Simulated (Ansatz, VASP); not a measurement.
# Two plane-wave programs on Pt

POSCAR

```
Pt
1.0
    0.0000000000      1.9335114647      1.9335114647
    1.9335114647      0.0000000000      1.9335114647
    1.9335114647      1.9335114647      0.0000000000
Pt
1
Direct
    0.0000000000      0.0000000000      0.0000000000
```

File INCAR.step1:

```
SYSTEM = Pt
ALGO     = Normal         ! electronic algorithm
EDIFF    = 1E-4           ! SCF threshold, eV
ENCUT    = 520            ! plane-wave cutoff, eV
GGA      = PE             ! functional
GGA_COMPAT= .FALSE.      
ISMEAR   = 0              ! smearing method
LASPH    = .TRUE.         ! aspherical terms in the spheres
LCHARG   = .FALSE.        ! write CHGCAR
LMAXMIX  = 4              ! l up to which the mixer works
LREAL    = .FALSE.        ! projectors in reciprocal space
LSORBIT  = .TRUE.         ! spin-orbit coupling
LWAVE    = .TRUE.         ! write WAVECAR
MAGMOM   = 0 0 0          ! initial moments
NBANDS   = 21             ! bands
NELM     = 150            ! most SCF steps
PREC     = Accurate       ! precision mode
SIGMA    = 0.05           ! smearing width, eV
```

The input INCAR.step2:

```
SYSTEM = Pt
ALGO     = Normal         ! electronic algorithm
EDIFF    = 1E-6           ! SCF threshold, eV
ENCUT    = 520            ! plane-wave cutoff, eV
GGA_COMPAT= .FALSE.      
ISIF     = 2              ! what is computed and relaxed
ISMEAR   = 0              ! smearing method
ISTART   = 1            
LASPH    = .TRUE.         ! aspherical terms in the spheres
LCHARG   = .TRUE.         ! write CHGCAR
LMAXMIX  = 4              ! l up to which the mixer works
LMIXTAU  = .TRUE.       
LORBIT   = 11             ! projections on sites
LORBMOM  = .TRUE.       
LREAL    = .FALSE.        ! projectors in reciprocal space
LSORBIT  = .TRUE.         ! spin-orbit coupling
LVHAR    = .TRUE.       
LWAVE    = .FALSE.        ! write WAVECAR
MAGMOM   = 0 0 0          ! initial moments
METAGGA  = R2SCAN         ! meta-GGA
NBANDS   = 21             ! bands
NELM     = 150            ! most SCF steps
PREC     = Accurate       ! precision mode
SIGMA    = 0.05           ! smearing width, eV
```

The input KPOINTS:

```
k-points
0
G
  8 8 8
  0 0 0
```

Input for Ansatz:

```yaml
crystal:
  lattice:
    - [0.0, 1.9335114647, 1.9335114647]
    - [1.9335114647, 0.0, 1.9335114647]
    - [1.9335114647, 1.9335114647, 0.0]
  atoms:
    - { symbol: Pt, position: [0.0, 0.0, 0.0] }
basis:
  ecutwfc: 500
  ecutrho_ratio: 4
kpoints:
  mp_grid: { grid: [8, 8, 8] }
hamiltonian:
  xc: r2scan
scf:
  occupations: { method: gaussian, width: 0.05 }
output:
  forces: true
  stress: true
  eigenvalues: true
  populations: true
  topological_invariants: true
magnetization:
  noncollinear: true
  spin_orbit: true
```

Alike in both runs: task single point; functional r2SCAN; k mesh 8 × 8 × 8; occupations gaussian, width 0.05 eV; non-collinear spin, spin-orbit coupling.

|  | VASP | Ansatz |
| --- | --- | --- |
| version | VASP 6.6.1 | Ansatz 0.2.0 |
| potentials or method | VASP PAW PBE potentials, release 64 (Pt) | plane waves, PAW |
| plane-wave cutoff (eV) | 520 | 500 |
| valence electrons in the cell | 10 | 18 |

Ansatz gave:

| Item | Value |
| --- | --- |
| gap on the k mesh at the Fermi level (eV) | none |
| pressure (GPa) | 17.9 |
| net moment per atom (μB) | 0.00 |

**Question.** Which values does VASP return?

**Answer.** gap on the k mesh at the Fermi level (eV): none; pressure (GPa): 19.3; net moment per atom (μB): 0.00.

A gap of «none» marks a metal or a gap that the smearing closes. The functional is the same, so the differences come from potentials, cutoffs and numerics. The two sets of potentials don't hold the same shells in valence.

Caveats: so large a pressure means that the cell lies far from this level's equilibrium, or that cutoff or potentials fall short (VASP); the potentials were made for another functional, which shifts forces and pressure (VASP).
